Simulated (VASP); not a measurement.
Here is a VASP 6.6.1 calculation.

File POSCAR:

```
MoS2
1.0
    1.5855002900      0.9153890200      6.1149982500
   -1.5855002900      0.9153890200      6.1149982500
    0.0000000000     -3.6615560800     12.2299965000
Mo S
2 4
Direct
    0.0000000000      0.0000000000      0.0000000000
    0.0000000000      0.0000000000      0.5000000000
    0.7500000000      0.7500000000      0.3750000000
    0.2500000000      0.2500000000      0.1250000000
    0.7500000000      0.7500000000      0.8750000000
    0.2500000000      0.2500000000      0.6250000000
```

Contents of INCAR.step1:

```
  PREC = Accurate
  ENCUT = 450
  EDIFF = 1E-5
  ISMEAR = 0
  SIGMA = 0.05
  LREAL = False
  LASPH = True
  NELM = 80
  ALGO = Normal
  ISIF = 2
  LWAVE = True
  ISPIN = 2
  MAGMOM = 1 1 0 0 0 0
  LORBIT = 11
  LMAXMIX = 4
  GGA = PE
```

File INCAR.step2:

```
  PREC = Accurate
  ENCUT = 450
  EDIFF = 1E-7
  ISMEAR = 0
  SIGMA = 0.05
  LREAL = False
  LASPH = True
  NELM = 80
  ALGO = Normal
  ISIF = 2
  LWAVE = False
  LCHARG = True
  ISPIN = 2
  MAGMOM = 1 1 0 0 0 0
  LORBIT = 11
  LMAXMIX = 4
  GGA = PE
  LHFCALC = True
  HFSCREEN = 0.2
  PRECFOCK = Fast
  LELF = True
  LVHAR = True
  ISTART = 1
```

Contents of KPOINTS:

```
regular mesh
0
Gamma
  3 3 2
```

Potentials or basis: VASP PAW PBE potentials, release 64 (Mo_sv, S).

Launch:

```bash
$ cat potpaw_PBE.64/Mo_sv/POTCAR potpaw_PBE.64/S/POTCAR > POTCAR
$ cp INCAR.step1 INCAR
$ mpirun -np 1 vasp_std > vasp.out
$ cp INCAR.step2 INCAR
$ mpirun -np 1 vasp_std > vasp.out
```

Q: Estimate the net moment.

A: -0.44 μB per cell.

Q: Estimate the pressure.

A: 3.4 GPa.

Stress tensor (GPa, compression positive):
```
 1.57  0.00  0.00
 0.00  4.47 -1.10
 0.00 -1.10  4.28
```

Caveat: the k mesh is coarse (spacing up to 0.77 Å⁻¹), so the values aren't converged, least of all with exact exchange; the PAW data sets were made with another functional, which shifts forces and pressure a little.
